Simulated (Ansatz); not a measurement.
The reference is LiH in the rock salt structure (space group Fm-3m, No. 225; a = 4.004 Å). Axes: x, y, z lie along the cube axes.

Calculations: r2SCAN (Ansatz, a first-principles code, PAW, no spin-orbit coupling), earlier PAW set.

The change: the cell is scaled by 1.0176 in all directions; the atoms relax in the strained cell.

Q: Predict the stress tensor and what it implies for the stiffness.

A: Stress of the strained cell less that of the base (GPa, compression positive):
```
  -1.74    0.00    0.00
   0.00   -1.74    0.00
   0.00    0.00   -1.74
```

Then B = −ΔP/(ΔV/V₀) with ΔV/V₀ = 0.0537 gives secant stiffness values (nonlinear terms included at this strain): B ≈ 32 GPa.

Stability against distortions was not tested.
